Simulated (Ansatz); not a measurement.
Crystal: MoS2.

```
Mo S
1.0
     3.22746    0.00000    0.00000
    -1.61373    2.79507    0.00000
     0.00000    0.00000    6.31247
Mo S
1 2
Cartesian
  0.0000 0.0000 3.1562
  1.6137 0.9317 4.7008
  0.0000 1.8634 1.6117
```

Measurements of this composition are mostly on another form, of space group No. 194.

Base run:

```yaml
Program: Ansatz 0.2.0
Functional: PBE
Potentials_or_basis: PseudoDojo stringent (PBE files)
Cutoff: 1088 eV
Density_cutoff: 4354 eV
k_mesh: 9 × 9 × 4
Occupations: fermi-dirac, width 0.05 eV
Spin: no spin polarisation
```

Its results: band gap on the k mesh none (metal or under the smearing width); pressure 1.2 GPa; largest force 0.292 eV/Å.

The run is repeated on the same cell with these changes: functional from PBE to PBEsol; potentials or basis from PseudoDojo stringent (PBE files) to Ansatz PAW; cutoff from 1088 eV to 420 eV (not typed: the program's choice for these potentials). What comes out?

Band gap on the k mesh none (metal or under the smearing width); pressure -3.4 GPa; largest force 0.020 eV/Å.

Caveats: this functional lacks dispersion, which binds the layers, so the pressure and a relaxed spacing across them are unreliable; the PAW data sets come from PBE, with cores solved anew for the run's functional, which leaves a small shift of forces and pressure (some runs).
